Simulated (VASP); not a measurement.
# SiC (Moissanite 3C) (F-43m) in VASP: further runs, part 3 of 4

VASP 6.6.1. Earlier steps stand in the parts before.

### Step 5. Band structure, PBE

The input, POSCAR:

```
SiC
1.0
    0.0000000000      2.1790000000      2.1790000000
    2.1790000000      0.0000000000      2.1790000000
    2.1790000000      2.1790000000      0.0000000000
Si C
1 1
Direct
    0.0000000000      0.0000000000      0.0000000000
    0.7500000000      0.7500000000      0.7500000000
```

The input, INCAR.step1:

```
ALGO = Fast
EDIFF = 1E-6
ENCUT = 900
GGA = PE
ISIF = 2
ISMEAR = -1
LASPH = T
LCHARG = T
LREAL = F
LWAVE = F
NELM = 60
PREC = Accurate
SIGMA = 0.05
```

The input, KPOINTS.step1:

```
k-points
0
Gamma
  10 10 10
```

The input, INCAR.step2:

```
ALGO = Fast
EDIFF = 1E-6
ENCUT = 900
GGA = PE
ICHARG = 11
ISIF = 2
ISMEAR = 0
LASPH = T
LCHARG = F
LREAL = F
LWAVE = F
NELM = 60
PREC = Accurate
SIGMA = 0.05
```

The input, KPOINTS.step2:

```
path GXWKGLUWLK,UX
15
line-mode
reciprocal
 0.0000000000  0.0000000000  0.0000000000  G
 0.5000000000  0.0000000000  0.5000000000  X

 0.5000000000  0.0000000000  0.5000000000  X
 0.5000000000  0.2500000000  0.7500000000  W

 0.5000000000  0.2500000000  0.7500000000  W
 0.3750000000  0.3750000000  0.7500000000  K

 0.3750000000  0.3750000000  0.7500000000  K
 0.0000000000  0.0000000000  0.0000000000  G

 0.0000000000  0.0000000000  0.0000000000  G
 0.5000000000  0.5000000000  0.5000000000  L

 0.5000000000  0.5000000000  0.5000000000  L
 0.6250000000  0.2500000000  0.6250000000  U

 0.6250000000  0.2500000000  0.6250000000  U
 0.5000000000  0.2500000000  0.7500000000  W

 0.5000000000  0.2500000000  0.7500000000  W
 0.5000000000  0.5000000000  0.5000000000  L

 0.5000000000  0.5000000000  0.5000000000  L
 0.3750000000  0.3750000000  0.7500000000  K

 0.6250000000  0.2500000000  0.6250000000  U
 0.5000000000  0.0000000000  0.5000000000  X
```

Potentials or basis: VASP PAW PBE potentials, release 64 (Si, C_h).

Started as:

```console
$ cat potpaw_PBE.64/Si/POTCAR potpaw_PBE.64/C_h/POTCAR > POTCAR
$ cp INCAR.step1 INCAR
$ cp KPOINTS.step1 KPOINTS
$ mpirun -np 1 vasp_std > vasp.out
$ cp INCAR.step2 INCAR
$ cp KPOINTS.step2 KPOINTS
$ mpirun -np 1 vasp_std > vasp.out
```

OUTCAR:

```text
EDIFF = 1E-6
   ENCUT = 900
   GGA = PE
   ICHARG = 11
   ISIF = 2
   ISMEAR = 0
   LASPH = T
   LREAL = F
   NELM = 60
   PREC = Accurate

 ion  position               nearest neighbor table
   1  0.000  0.000  0.000-   2 1.89   2 1.89   2 1.89   2 1.89
   2  0.750  0.750  0.750-   1 1.89   1 1.89   1 1.89   1 1.89

  LATTYP: Found a face centered cubic cell.
 ALAT       =     4.3580000000

  Lattice vectors:

[... 442 lines left out ...]
      8      21.3093      0.00000

 [... further k-points ...]

------------------------ aborting loop because EDIFF is reached ----------------------------------------

  FORCE on cell =-STRESS in cart. coord.  units (eV):
  Direction    XX          YY          ZZ          XY          YZ          ZX
  --------------------------------------------------------------------------------------
  -------------------------------------------------------------------------------------
  Total       -0.1441059     -0.1441059     -0.1441059     -0.0000000      0.0000000      0.0000000
  in kB      -11.1581123    -11.1581123    -11.1581123     -0.0000000      0.0000000      0.0000000
  external PRESSURE =     -11.1581123 kB  Pullay stress =       0.0000000 kB

 VOLUME and BASIS-vectors are now :
 -----------------------------------------------------------------------------
  energy-cutoff  :      900.00
  volume of cell :       20.69
      direct lattice vectors                 reciprocal lattice vectors
     0.000000000  2.179000000  2.179000000    -0.229463056  0.229463056  0.229463056
     2.179000000  0.000000000  2.179000000     0.229463056 -0.229463056  0.229463056
     2.179000000  2.179000000  0.000000000     0.229463056  0.229463056 -0.229463056

 POSITION                                       TOTAL-FORCE (eV/Angst)
 -----------------------------------------------------------------------------------
      0.00000      0.00000      0.00000         0.000000      0.000000      0.000000
      3.26850      3.26850      3.26850        -0.000000     -0.000000      0.000000
 -----------------------------------------------------------------------------------
    total drift:                                0.000000      0.000000      0.000000

  FREE ENERGIE OF THE ION-ELECTRON SYSTEM (eV)
  ---------------------------------------------------
  free  energy   TOTEN  =       -15.5213144602 eV

  energy  without entropy=      -15.5213144602  energy(sigma->0) =      -15.52131446
```

OUTCAR.step1:

```text
EDIFF = 1E-6
   ENCUT = 900
   GGA = PE
   ISIF = 2
   ISMEAR = -1
[... 486 lines left out ...]
 -----------------------------------------------------------------------------------
      0.00000      0.00000      0.00000        -0.000000     -0.000000     -0.000000
      3.26850      3.26850      3.26850         0.000000      0.000000      0.000000
 -----------------------------------------------------------------------------------
    total drift:                                0.000000      0.000000      0.000000

  FREE ENERGIE OF THE ION-ELECTRON SYSTEM (eV)
  ---------------------------------------------------
  free  energy   TOTEN  =       -15.0659636496 eV

  energy  without entropy=      -15.0659636330  energy(sigma->0) =      -15.06596364
```

OSZICAR.step1:

```text
N       E                     dE             d eps       ncg     rms          rms(c)
DAV:   1     0.172161959323E+02    0.17216E+02   -0.56798E+03   752   0.135E+03
DAV:   2    -0.157801332042E+02   -0.32996E+02   -0.31323E+02  1104   0.140E+02
DAV:   3    -0.169008105803E+02   -0.11207E+01   -0.11207E+01   864   0.327E+01
DAV:   4    -0.169074291595E+02   -0.66186E-02   -0.66186E-02  1184   0.228E+00
DAV:   5    -0.169074340809E+02   -0.49213E-05   -0.49213E-05   856   0.540E-02    0.871E+00
RMM:   6    -0.151017428358E+02    0.18057E+01   -0.27432E+00   787   0.116E+01    0.348E+00
RMM:   7    -0.150790956125E+02    0.22647E-01   -0.76524E-01   835   0.683E+00    0.157E+00
RMM:   8    -0.150774486421E+02    0.16470E-02   -0.99584E-02   782   0.328E+00    0.523E-01
RMM:   9    -0.150657932492E+02    0.11655E-01   -0.12870E-02   901   0.102E+00    0.973E-02
RMM:  10    -0.150661134100E+02   -0.32016E-03   -0.56992E-03   919   0.604E-01    0.940E-02
RMM:  11    -0.150659910204E+02    0.12239E-03   -0.91127E-04   834   0.283E-01    0.252E-02
RMM:  12    -0.150659621375E+02    0.28883E-04   -0.81139E-05   899   0.827E-02    0.116E-02
RMM:  13    -0.150659640387E+02   -0.19013E-05   -0.16759E-05   937   0.375E-02    0.791E-03
RMM:  14    -0.150659636496E+02    0.38913E-06   -0.49599E-06   847   0.200E-02
   1 F= -.15065964E+02 E0= -.15065964E+02  d E =-.166199E-07
```

Run time: 37 s. Hardware: 1 thread of Intel Xeon Platinum 8488C (Sapphire Rapids), shared host; peak memory 0.19 GiB.

What came out:

```
Band gap on the k mesh  : 1.36 eV, indirect (least direct gap 4.54 eV)
Band gap along the path : 1.36 eV, indirect (least direct gap 4.54 eV)
```

Levels at the corners of the path, in eV from the valence-band top:
```
point  band 2  band 3  band 4  band 5  band 6  band 7
    Γ    0.00    0.00    0.00    6.24    7.31    7.31
    X   -7.79   -3.18   -3.18    1.36    4.32   14.04
    X   -7.79   -3.18   -3.18    1.36    4.32   14.04
    W   -7.02   -4.99   -4.68    5.21    9.45    9.46
    W   -7.02   -4.99   -4.68    5.21    9.45    9.46
    K   -7.27   -5.54   -2.59    3.11    7.77   11.85
    K   -7.27   -5.54   -2.59    3.11    7.77   11.85
    Γ    0.00    0.00    0.00    6.24    7.31    7.31
    Γ    0.00    0.00    0.00    6.24    7.31    7.31
    L   -8.53   -1.05   -1.05    5.44    7.23    7.23
    L   -8.53   -1.05   -1.05    5.44    7.23    7.23
    U   -7.27   -5.54   -2.59    3.11    7.77   11.85
    U   -7.27   -5.54   -2.59    3.11    7.77   11.85
    W   -7.02   -4.99   -4.68    5.21    9.45    9.46
    W   -7.02   -4.99   -4.68    5.21    9.45    9.46
    L   -8.53   -1.05   -1.05    5.44    7.23    7.23
    L   -8.53   -1.05   -1.05    5.44    7.23    7.23
    K   -7.27   -5.54   -2.59    3.11    7.77   11.85
    U   -7.27   -5.54   -2.59    3.11    7.77   11.85
    X   -7.79   -3.18   -3.18    1.36    4.32   14.04
```

Caveat: the cutoff is under 1.25 times the usual one of these potentials, so pressure, stress and relaxed cells hold a basis-set (Pulay) error; the log is that of the step along the path at fixed density, whose energy, stress, charges and moments have no meaning.

### Step 6. Band structure, PBE

POSCAR is that of step 5.

The input, INCAR.step1:

```
ALGO = Normal
EDIFF = 1E-7
ENCUT = 400
GGA = PE
ISIF = 2
ISMEAR = -1
LASPH = True
LCHARG = True
LREAL = False
LWAVE = False
NBANDS = 11
NELM = 80
PREC = Accurate
SIGMA = 0.05
```

KPOINTS.step1 is that of step 5.

The input, INCAR.step2:

```
ALGO = Normal
EDIFF = 1E-7
ENCUT = 400
GGA = PE
ICHARG = 11
ISIF = 2
ISMEAR = 0
LASPH = True
LCHARG = False
LREAL = False
LWAVE = False
NBANDS = 11
NELM = 80
PREC = Accurate
SIGMA = 0.05
```

KPOINTS.step2 is that of step 5.

Potentials or basis: VASP PAW PBE potentials, release 64 (Si, C_s).

Started as:

```console
$ cat potpaw_PBE.64/Si/POTCAR potpaw_PBE.64/C_s/POTCAR > POTCAR
$ cp INCAR.step1 INCAR
$ cp KPOINTS.step1 KPOINTS
$ mpirun -np 1 vasp_std > vasp.out
$ cp INCAR.step2 INCAR
$ cp KPOINTS.step2 KPOINTS
$ mpirun -np 1 vasp_std > vasp.out
```

OUTCAR:

```text
EDIFF = 1E-7
   ENCUT = 400
   GGA = PE
   ICHARG = 11
   ISIF = 2
   ISMEAR = 0
   LASPH = True
   LREAL = False
   NELM = 80
   PREC = Accurate

 ion  position               nearest neighbor table
   1  0.000  0.000  0.000-   2 1.89   2 1.89   2 1.89   2 1.89
   2  0.750  0.750  0.750-   1 1.89   1 1.89   1 1.89   1 1.89

  LATTYP: Found a face centered cubic cell.
 ALAT       =     4.3580000000

  Lattice vectors:

 A1 = (   0.0000000000,   2.1790000000,   2.1790000000)
 A2 = (   2.1790000000,   0.0000000000,   2.1790000000)
 A3 = (   2.1790000000,   2.1790000000,   0.0000000000)

Analysis of symmetry for initial positions (statically):
=====================================================================
 Subroutine PRICEL returns:
 Original cell was already a primitive cell.

 Routine SETGRP: Setting up the symmetry group for a
 face centered cubic supercell.

 Subroutine GETGRP returns: Found 24 space group operations
 (whereof 24 operations were pure point group operations)
 out of a pool of 48 trial point group operations.

The static configuration has the point symmetry T_d .

Analysis of symmetry for dynamics (positions and initial velocities):
=====================================================================
 Subroutine PRICEL returns:
 Original cell was already a primitive cell.

 Routine SETGRP: Setting up the symmetry group for a
 face centered cubic supercell.

 Subroutine GETGRP returns: Found 24 space group operations
 (whereof 24 operations were pure point group operations)
 out of a pool of 48 trial point group operations.

The dynamic configuration has the point symmetry T_d .

 Subroutine INISYM returns: Found 24 space group operations
 (whereof 24 operations are pure point group operations),
 and found     1 'primitive' translations

----------------------------------------------------------------------------------------

                                     Primitive cell

  volume of cell :      20.6920

  direct lattice vectors                    reciprocal lattice vectors
     0.000000000  2.179000000  2.179000000    -0.229463056  0.229463056  0.229463056
     2.179000000  0.000000000  2.179000000     0.229463056 -0.229463056  0.229463056
     2.179000000  2.179000000  0.000000000     0.229463056  0.229463056 -0.229463056

  length of vectors
     3.081571352  3.081571352  3.081571352     0.397441672  0.397441672  0.397441672

  position of ions in fractional coordinates (direct lattice)
     0.000000000  0.000000000  0.000000000
     0.750000000  0.750000000  0.750000000

  ion indices of the primitive-cell ions
   primitive index   ion index
                 1           1
                 2           2

----------------------------------------------------------------------------------------

 KPOINTS: path GXWKGLUWLK,UX

Interpolating k-points between supplied coordinates.

 Line segments in fractional coordinates (reciprocal lattice):
    0.000000  0.000000  0.000000  ...  0.500000  0.000000  0.500000
    0.500000  0.000000  0.500000  ...  0.500000  0.250000  0.750000
    0.500000  0.250000  0.750000  ...  0.375000  0.375000  0.750000
    0.375000  0.375000  0.750000  ...  0.000000  0.000000  0.000000
    0.000000  0.000000  0.000000  ...  0.500000  0.500000  0.500000
    0.500000  0.500000  0.500000  ...  0.625000  0.250000  0.625000
    0.625000  0.250000  0.625000  ...  0.500000  0.250000  0.750000
    0.500000  0.250000  0.750000  ...  0.500000  0.500000  0.500000
[... 34 lines left out ...]
   total plane-waves  NPLWV =   8000
   dimension x,y,z NGX =    20 NGY =   20 NGZ =   20
   dimension x,y,z NGXF=    40 NGYF=   40 NGZF=   40
   ions per type =               1   1
   NGX,Y,Z   is equivalent  to a cutoff of  10.79, 10.79, 10.79 a.u.
   NGXF,Y,Z  is equivalent  to a cutoff of  21.58, 21.58, 21.58 a.u.
 SYSTEM =  unknown system
   PREC   = accura    normal or accurate (medium, high low for compatibility)
   ISTART =      0    job   : 0-new  1-cont  2-samecut
   ICHARG =     11    charge: 1-file 2-atom 10-const
   ISPIN  =      1    spin polarized calculation?
   LNONCOLLINEAR =      F non collinear calculations
   LSORBIT =      F    spin-orbit coupling
   LASPH  =      T    aspherical Exc in radial PAW
   ENCUT  =  400.0 eV  29.40 Ry    5.42 a.u.   5.03  5.03  5.03*2*pi/ulx,y,z
   NELM   =     80;   NELMIN=  2; NELMDL=  0     # of ELM steps
   EDIFF  = 0.1E-06   stopping-criterion for ELM
   LREAL  =      F    real-space projection
   EDIFFG = 0.1E-05   stopping-criterion for IOM
   NSW    =      0    number of steps for IOM
   IBRION =     -1    ionic relax: 0-MD 1-quasi-New 2-CG
   NFREE  =      0    steps in history (QN), initial steepest desc. (CG)
   ISIF   =      2    stress and relaxation
   ISYM   =      2    0-nonsym 1-usesym 2-fastsym
   POTIM  = 0.5000    time-step for ionic-motion
   TEBEG  =    0.0;   TEEND  =   0.0 temperature during run
   PSTRESS=    0.0 pullay stress
   NELECT =       8.0000    total number of electrons
   NUPDOWN=      -1.0000    fix difference up-down
   EMIN   =  10.00;   EMAX   =-10.00  energy-range for DOS
   EFERMI =   0.00;   METHOD = LEGACY
   ISMEAR =     0;   SIGMA  =   0.05  broadening in eV -4-tet -1-fermi 0-gaus
   EFERMI_NEDOS =   21; number of points for ismear=-14 and -15
   IALGO  =     38    algorithm
   IMIX   =      4    mixing-type and parameters
     AMIX     =   0.40;   BMIX     =  1.00
     AMIX_MAG =   1.60;   BMIX_MAG =  1.00
  volume/ion in A,a.u.               =      10.35        69.82
  Fermi-wavevector in a.u.,A,eV,Ry     =   1.192626  2.253736 19.352338  1.422357
  Thomas-Fermi vector in A             =   2.328660
   LORBIT       =      0    0 simple, 1 ext, 2 COOP (PROOUT), +10 PAW based schemes
   GGA     = PE    functional components
   LHFCALC =     F    Hartree Fock is set to
   AEXX    =    0.0000 exact exchange contribution
   IVDW    =     0    specifies the selected vdW correction
   LEPSILON=     F    determine dielectric tensor
   LRPA    =     F    only Hartree local field effects (RPA)
 non-spin polarized calculation
 Gauss-broadening in eV      SIGMA  =   0.05
  energy-cutoff  :      400.00
  volume of cell :       20.69
 maximum number of plane-waves:       388
 NGX is ok and might be reduce to    20

 number of electron       8.0000000 magnetization

 Free energy of the ion-electron system (eV)
  ---------------------------------------------------
  ext. energy  EPLUGINS =         0.00000000
  ---------------------------------------------------
  free energy    TOTEN  =       -15.51332344 eV

  energy without entropy =      -15.51332344  energy(sigma->0) =      -15.51332344

 E-fermi :   8.7397     XC(G=0): -11.3488

 val. band max:        8.5117967855   @ k =   0.0000   0.0000   0.0000
 cond. band min:       9.8749753961   @ k =   0.5000   0.0000   0.5000
 fundamental gap:      1.3631786106
 Fermi energy:         8.7397054109

 k-point     1 :       0.0000    0.0000    0.0000
  band No.  band energies     occupation
      1      -6.8901      2.00000
      2       8.5118      2.00000
      3       8.5118      2.00000
      4       8.5118      2.00000
      5      14.7481      0.00000
      6      15.8296      0.00000
      7      15.8296      0.00000
      8      15.8296      0.00000
      9      23.0472      0.00000
     10      23.0472      0.00000
     11      24.9957      0.00000
[... 309 lines left out ...]
 k-point    24 :       0.5000    0.1429    0.6429
  band No.  band energies     occupation
      1      -1.7368      2.00000
      2       1.1092      2.00000
      3       4.2526      2.00000
      4       4.3145      2.00000
      5      11.9725      0.00000
      6      14.9739      0.00000
      7      19.9877      0.00000
      8      21.3878      0.00000
      9      22.6655      0.00000
     10      26.4378      0.00000
     11      29.7341      0.00000

 [... further k-points ...]

------------------------ aborting loop because EDIFF is reached ----------------------------------------

  FORCE on cell =-STRESS in cart. coord.  units (eV):
  Direction    XX          YY          ZZ          XY          YZ          ZX
  --------------------------------------------------------------------------------------
  -------------------------------------------------------------------------------------
  Total       -0.1332977     -0.1332977     -0.1332977     -0.0000000     -0.0000000     -0.0000000
  in kB      -10.3212359    -10.3212359    -10.3212359     -0.0000000     -0.0000000     -0.0000000
  external PRESSURE =     -10.3212359 kB  Pullay stress =       0.0000000 kB

 VOLUME and BASIS-vectors are now :
 -----------------------------------------------------------------------------
  energy-cutoff  :      400.00
  volume of cell :       20.69
      direct lattice vectors                 reciprocal lattice vectors
     0.000000000  2.179000000  2.179000000    -0.229463056  0.229463056  0.229463056
     2.179000000  0.000000000  2.179000000     0.229463056 -0.229463056  0.229463056
     2.179000000  2.179000000  0.000000000     0.229463056  0.229463056 -0.229463056

 POSITION                                       TOTAL-FORCE (eV/Angst)
 -----------------------------------------------------------------------------------
      0.00000      0.00000      0.00000         0.000000     -0.000000      0.000000
      3.26850      3.26850      3.26850        -0.000000      0.000000     -0.000000
 -----------------------------------------------------------------------------------
    total drift:                               -0.000000     -0.000000     -0.000000

  FREE ENERGIE OF THE ION-ELECTRON SYSTEM (eV)
  ---------------------------------------------------
  free  energy   TOTEN  =       -15.5133234448 eV

  energy  without entropy=      -15.5133234448  energy(sigma->0) =      -15.51332344
```

It took 14 s on 1 thread of Intel Xeon Platinum 8488C (Sapphire Rapids), shared host; peak memory 0.13 GiB.

Results:

| Property | Result |
| --- | --- |
| Band gap on the k mesh | 1.36 eV, indirect (least direct gap 4.55 eV) |
| Band gap along the path | 1.36 eV, indirect (least direct gap 4.55 eV) |

Levels at the corners of the path, in eV from the valence-band top:
| point | band 1 | band 2 | band 3 | band 4 | band 5 | band 6 | band 7 | band 8 |
| --- | --- | --- | --- | --- | --- | --- | --- | --- |
| Γ | -15.40 | 0.00 | 0.00 | 0.00 | 6.24 | 7.32 | 7.32 | 7.32 |
| X | -10.38 | -7.79 | -3.19 | -3.19 | 1.36 | 4.33 | 14.03 | 14.03 |
| X | -10.38 | -7.79 | -3.19 | -3.19 | 1.36 | 4.33 | 14.03 | 14.03 |
| W | -10.15 | -7.02 | -4.99 | -4.68 | 5.21 | 9.45 | 9.46 | 9.79 |
| W | -10.15 | -7.02 | -4.99 | -4.68 | 5.21 | 9.45 | 9.46 | 9.79 |
| K | -10.39 | -7.27 | -5.54 | -2.59 | 3.11 | 7.78 | 11.85 | 12.46 |
| K | -10.39 | -7.27 | -5.54 | -2.59 | 3.11 | 7.78 | 11.85 | 12.46 |
| Γ | -15.40 | 0.00 | 0.00 | 0.00 | 6.24 | 7.32 | 7.32 | 7.32 |
| Γ | -15.40 | 0.00 | 0.00 | 0.00 | 6.24 | 7.32 | 7.32 | 7.32 |
| L | -11.84 | -8.53 | -1.05 | -1.05 | 5.44 | 7.24 | 7.24 | 10.05 |
| L | -11.84 | -8.53 | -1.05 | -1.05 | 5.44 | 7.24 | 7.24 | 10.05 |
| U | -10.39 | -7.27 | -5.54 | -2.59 | 3.11 | 7.78 | 11.85 | 12.46 |
| U | -10.39 | -7.27 | -5.54 | -2.59 | 3.11 | 7.78 | 11.85 | 12.46 |
| W | -10.15 | -7.02 | -4.99 | -4.68 | 5.21 | 9.45 | 9.46 | 9.79 |
| W | -10.15 | -7.02 | -4.99 | -4.68 | 5.21 | 9.45 | 9.46 | 9.79 |
| L | -11.84 | -8.53 | -1.05 | -1.05 | 5.44 | 7.24 | 7.24 | 10.05 |
| L | -11.84 | -8.53 | -1.05 | -1.05 | 5.44 | 7.24 | 7.24 | 10.05 |
| K | -10.39 | -7.27 | -5.54 | -2.59 | 3.11 | 7.78 | 11.85 | 12.46 |
| U | -10.39 | -7.27 | -5.54 | -2.59 | 3.11 | 7.78 | 11.85 | 12.46 |
| X | -10.38 | -7.79 | -3.19 | -3.19 | 1.36 | 4.33 | 14.03 | 14.03 |

Caveat: the log is that of the step along the path at fixed density, whose energy, stress, charges and moments have no meaning.

[end of part 3 of 4]
